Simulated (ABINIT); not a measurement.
Crystal: Cu.

```
CELL_PARAMETERS angstrom
0.00000 1.80750 1.80750
1.80750 0.00000 1.80750
1.80750 1.80750 0.00000
ATOMIC_POSITIONS crystal
Cu 0.00000 0.00000 0.00000
```

Program: ABINIT 10.8.3 (patched build). Alike in all runs: task band structure; no spin polarisation; cell as given; k mesh 13 × 13 × 13; smearing fermi-dirac 0.05 eV.

Problem. Order these runs on this cell by their pressure, lowest first.
A. level PBEsol; potentials or basis PseudoDojo NC SR PBEsol v0.4 stringent; cutoff (eV) 1415
B. level LDA; potentials or basis PseudoDojo NC SR LDA v0.4 stringent; cutoff (eV) 1524
C. level OLYP; potentials or basis PseudoDojo NC SR PBE v0.4.1 standard; cutoff (eV) 1252
D. level rPW86PBE; potentials or basis PseudoDojo NC SR PBE v0.4.1 standard; cutoff (eV) 1252
E. level PW91; potentials or basis PseudoDojo NC SR PBE v0.4.1 standard; cutoff (eV) 1252

Solution. B (-13.1 GPa), A (-6.9 GPa), E (0.9 GPa), C (4.6 GPa), D (7.7 GPa).

Caveats: the potentials were made for another functional, which shifts forces and pressure (some runs).

Not every run made on this cell is shown here.
